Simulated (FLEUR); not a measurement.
## AlN under changes of volume

One of the cells (10.417 Å³/atom); the others are scaled copies at fixed shape and fractional positions:

```xyz
2
Lattice="0.0000 2.1840 2.1840 2.1840 0.0000 2.1840 2.1840 2.1840 0.0000" Properties=species:S:1:pos:R:3 pbc="T T T"
Al    0.0000    0.0000    0.0000
N     1.0920    1.0920    1.0920
```

Measurements of this composition are mostly on another form, of space group No. 186.

* Program: FLEUR MaX-R8.1 (patched build s14)
* Functional: PBE
* Potentials or basis: all-electron
* Basis: FLAPW
* Kmax: 4.83 1/bohr
* k mesh: 10 × 10 × 10
* Occupations: fermi-dirac, width 0.05 eV
* Spin: no spin polarisation

```tsv
volume (Å³/atom)	energy over the lowest point (meV/atom)	gap on the mesh (eV)
9.792	?	?
10.001	27.68	3.34
10.209	12.52	3.33
10.417	3.50	3.32
10.626	0.00	3.31
10.834	1.39	3.30
11.042	7.32	3.29
```

Question: What does the run at 9.792 Å³/atom give?

Answer: Energy over the lowest point 49.49 meV/atom; gap on the mesh 3.35 eV.

Worked out: A Birch-Murnaghan fit of order 3 (a polynomial in V^(-2/3)) to the other rows has its minimum at 10.67 Å³/atom with B0 = V·E''(V) = 191 GPa and B' = 4.4. It gives 49.76 meV/atom at 9.792 Å³/atom, against the run's 49.49. A straight line through the other rows of the gap, of slope -0.505 eV per unit of ln V, extrapolates to 3.35 eV, against the run's 3.35.

Energies are extrapolated to zero smearing.

Caveats: the plane-wave cutoff is short for the semicore states, which can make moduli rough.

A mesh can miss the band edges.
